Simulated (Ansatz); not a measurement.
# C: the cost of one run

Computed with Ansatz 0.2.0 (DFT PBEsol, scalar-relativistic, plane waves, PAW, unless a step's input says otherwise).

A COD entry behind a cell of this session may itself be a prediction, so a difference from it is no test against experiment.

17 further runs of the same task are left out: 1 that didn't finish, 16 set aside as unsound or not needed. Runs told in other sessions of the task aren't counted.

## Step 1: Starting point

Symmetry: R-3m, No. 166, trigonal system. The conventional cell has a = 2.507 Å, b = 2.507 Å, c = 30.949 Å, α = 90.00°, β = 90.00°, γ = 120.00°. Around C (site symmetry 3m) lie 4 C at 1.54 Å. Around C (site symmetry 3m) lie 4 C at 1.54 to 1.56 Å.

Coordinates:

```xyz
10
Lattice="1.2534 0.7236 10.3162 -1.2534 0.7236 10.3162 0.0000 -1.4473 10.3162" Properties=species:S:1:pos:R:3 pbc="T T T"
C     0.0000    0.0000    0.7682
C     0.0000    0.0000   30.1804
C     0.0000    0.0000    3.3637
C     0.0000    0.0000   27.5849
C     0.0000    0.0000    4.9012
C     0.0000    0.0000   26.0475
C     0.0000    0.0000   11.6015
C     0.0000    0.0000   19.3471
C     0.0000    0.0000   13.1630
C     0.0000    0.0000   17.7856
```

This cell was relaxed beforehand with the same method: volume 5.61 Å³/atom, gap on the mesh 4.39 eV.

## Step 2: What is varied

The energy is mapped over the lattice constants a and c of the conventional cell.

First coordinate, lattice constant a (and b): 7 values from 2.432 to 2.582 Å. Second coordinate, lattice constant c: 7 values from 28.47 to 33.42 Å.

Nothing else is relaxed (fractional coordinates fixed). Energies count from the relaxed crystal. Points are written as (first, second).

## Step 3: The run at (2.482 Å, 28.47 Å)

Contents of input.yaml:

```yaml
crystal:
  lattice:
    - [1.24085, 0.7164050815, 9.4909333333]
    - [-1.24085, 0.7164050815, 9.4909333333]
    - [0.0, -1.432810163, 9.4909333333]
  atoms:
    - { symbol: C, position: [0.0248220069, 0.0248220069, 0.0248220069] }
    - { symbol: C, position: [0.9751779931, 0.9751779931, 0.9751779931] }
    - { symbol: C, position: [0.1086877374, 0.1086877374, 0.1086877374] }
    - { symbol: C, position: [0.8913122626, 0.8913122626, 0.8913122626] }
    - { symbol: C, position: [0.1583652898, 0.1583652898, 0.1583652898] }
    - { symbol: C, position: [0.8416347102, 0.8416347102, 0.8416347102] }
    - { symbol: C, position: [0.3748635523, 0.3748635523, 0.3748635523] }
    - { symbol: C, position: [0.6251364477, 0.6251364477, 0.6251364477] }
    - { symbol: C, position: [0.4253181912, 0.4253181912, 0.4253181912] }
    - { symbol: C, position: [0.5746818088, 0.5746818088, 0.5746818088] }
basis:
  ecutwfc: 520.0
kpoints:
  mp_grid: { grid: [12, 12, 12] }
hamiltonian:
  xc: pbesol
  pseudopotentials: { kind: paw, azcp: { folder: soft_1 } }
scf:
  occupations: { method: gaussian, width: 0.05 }
output:
  forces: true
  stress: true
  eigenvalues: true
```

Launch:

```sh
> ansatz run input.yaml --threads 2 --pin off --max-ram 4096MiB --backend cpu --events-out ev --progress --plain --runs-dir out
```

**Question.** How long does this run take on 2 threads of Arm Neoverse V1, shared host, and how much memory does it need?

About 13 s, with a peak of 0.52 GiB.
